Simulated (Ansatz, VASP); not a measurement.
**Pt in VASP and in Ansatz**

```
Pt
1.0
    -1.70035    1.70035    1.36788
     1.70035   -1.70035    1.36788
     1.70035    1.70035   -1.36788
Pt
1
Direct
  0.50000 0.50000 0.00000
```

Alike in both runs: functional PBE; k mesh 26 × 26 × 26; occupations gaussian, width 0.1 eV; no spin polarisation.

Ansatz relaxed the structure, and its values are those at the end. VASP's run is a single point on that final structure, the one shown.

|  | VASP | Ansatz |
| --- | --- | --- |
| version | VASP 6.6.1 | Ansatz 0.2.0 |
| potentials or method | VASP PAW PBE potentials, release 64 (Pt) | scalar-relativistic, plane waves, PAW |
| plane-wave cutoff (eV) | 520 | 420 |
| valence electrons in the cell | 10 | 18 |

```tsv
	VASP	Ansatz	Ansatz less VASP
gap on the k mesh at the Fermi level (eV)	none	none	-
pressure (GPa)	-0.5	0.0	+0.53
```

A gap of «none» marks a metal or a gap that the smearing closes. With one functional, cell and mesh, what is left measures potentials, basis and numerics. The two sets of potentials don't hold the same shells in valence.

The runs have no spin-orbit coupling, so splittings on Pt are missing.
